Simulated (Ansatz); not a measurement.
Zincblende LiCl, relaxed with r2SCAN in the plane-wave code Ansatz. The symmetry is F-43m (No. 216, cubic); conventional cell a = 5.466 Å, 20.41 Å³ an atom. Li has 4 Cl at 2.37 Å; Cl has 4 Li at 2.37 Å.

The axes x, y and z are those of this cell:
```
Li Cl
1.0
     0.00000    2.73304    2.73304
     2.73304    0.00000    2.73304
     2.73304    2.73304    0.00000
Li Cl
1 1
Direct
  0.00000 0.00000 0.00000
  0.25000 0.25000 0.25000
```

Unstrained: The PBE gap is direct at Γ: 6.049 eV. The r2SCAN gap is direct at Γ: 6.713 eV. With HSE06 the gap is 7.385 eV and direct, at Γ. Meshes: PBE 8×8×8, r2SCAN 8×8×8, HSE06 6×6×6. Strains are changes of length per length. After each strain the atoms were relaxed again with r2SCAN within the symmetry that the strain leaves, so tilts or polar shifts that break it weren't tested; points keep the names that they have in the unstrained zone. The cell comes from a prototype generator: it can be a known phase or a hypothetical one. Spin polarisation is off.

Task: Estimate what uniaxial +4.09 % along x, other directions held does to the gap.

Result: PBE: the gap goes from 6.049 to 5.882 eV (-0.167 eV); with r2SCAN the top three valence levels at Γ, degenerate before, become 2+1 from the top over 80 meV. r2SCAN: the gap goes from 6.713 to 6.536 eV (-0.177 eV). HSE06: the gap goes from 7.385 to 7.207 eV (-0.178 eV). The r2SCAN energy rises by 3.3 meV an atom.

Task: One strain changed the r2SCAN stress by xx -2.52, yy -2.52, zz -2.52 GPa (compression positive) and the gap by -0.411 eV (PBE), -0.437 eV (r2SCAN), -0.441 eV (HSE06). Which kind of strain was it, and roughly how large?

Result: Isotropic +4.25 % on every length. The pattern of the stress gives the kind; the size needs the stiffness, so it is an estimate.

Task: Apply uniaxial -4.56 % along z, other directions held. How far does the gap move, against the unstrained cell?

Result: PBE: the gap goes from 6.049 to 6.159 eV (+0.110 eV); with r2SCAN the top three valence levels at Γ, degenerate before, become 1+2 from the top over 81 meV. r2SCAN: the gap goes from 6.713 to 6.835 eV (+0.122 eV). HSE06: the gap goes from 7.385 to 7.505 eV (+0.120 eV). The r2SCAN energy rises by 4.6 meV an atom.

The meshes of the hybrids are coarse, so their gaps aren't converged to the digits shown.

The splittings at Γ are without spin-orbit coupling, which regroups them where it is of like size or larger.
